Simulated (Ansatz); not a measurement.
# HfO2: the cost of one run

Method: DFT PBEsol, scalar-relativistic, plane waves, PAW, in Ansatz 0.2.0.

5 further runs of the same task are left out: 5 set aside as unsound or not needed.

## 1. Starting point

The structure is cubic, space group Fm-3m (No. 225). Conventional cell: a = 5.044 Å, b = 5.044 Å, c = 5.044 Å, α = 90.00°, β = 90.00°, γ = 90.00°. Hf (site symmetry m-3m) is surrounded by 8 O at 2.18 Å. Around O (site symmetry -43m) lie 4 Hf at 2.18 Å.

As a file:

```cif
data_structure
_symmetry_space_group_name_H-M 'P 1'
_symmetry_Int_Tables_number 1
_cell_length_a 3.5667
_cell_length_b 3.5667
_cell_length_c 3.5667
_cell_angle_alpha 60.000
_cell_angle_beta 60.000
_cell_angle_gamma 60.000
_cell_volume 32.08
loop_
_atom_site_label
_atom_site_type_symbol
_atom_site_fract_x
_atom_site_fract_y
_atom_site_fract_z
_atom_site_occupancy
Hf1 Hf 0.00000 0.00000 0.00000 1
O1 O 0.25000 0.25000 0.25000 1
O2 O 0.75000 0.75000 0.75000 1
```

It is the result of an earlier relaxation at this level (volume 10.69 Å³/atom; gap on the mesh: 3.69 eV).

## 2. What is varied

The energy is mapped over two homogeneous strains (x along [1 0 0], y along [0 1 0], z along [0 0 1] of the conventional cell).

- normal strain along x: 7 values from −4.00 to 4.00 %
- normal strain along y: 7 values from −4.00 to 4.00 %

Nothing else is relaxed (symmetry fixes all fractional coordinates). Energies count from the relaxed crystal. Points are written as (first, second).

## 3. Point (−2.67 %, −2.67 %)

Input file input.yaml:

```yaml
crystal:
  lattice:
    - [0.0, 2.4547281961, 2.5220673956]
    - [2.4547281961, 0.0, 2.5220673956]
    - [2.4547281961, 2.4547281961, 0.0]
  atoms:
    - { symbol: Hf, position: [0.0, 0.0, 0.0] }
    - { symbol: O, position: [0.25, 0.25, 0.25] }
    - { symbol: O, position: [0.75, 0.75, 0.75] }
basis:
  ecutwfc: 520.0
kpoints:
  mp_grid: { grid: [8, 8, 8] }
hamiltonian:
  xc: pbesol
  pseudopotentials: { kind: paw, azcp: { folder: soft_1 } }
scf:
  occupations: { method: gaussian, width: 0.05 }
output:
  forces: true
  stress: true
  eigenvalues: true
```

Started as:

```sh
> ansatz run input.yaml --threads 1 --pin off --max-ram 2048MiB --backend cpu --events-out ev --progress --plain --runs-dir out
```

What time and memory should one allow on 1 thread of Arm Neoverse N1, shared host?

About 6 s, with a peak of 0.33 GiB.
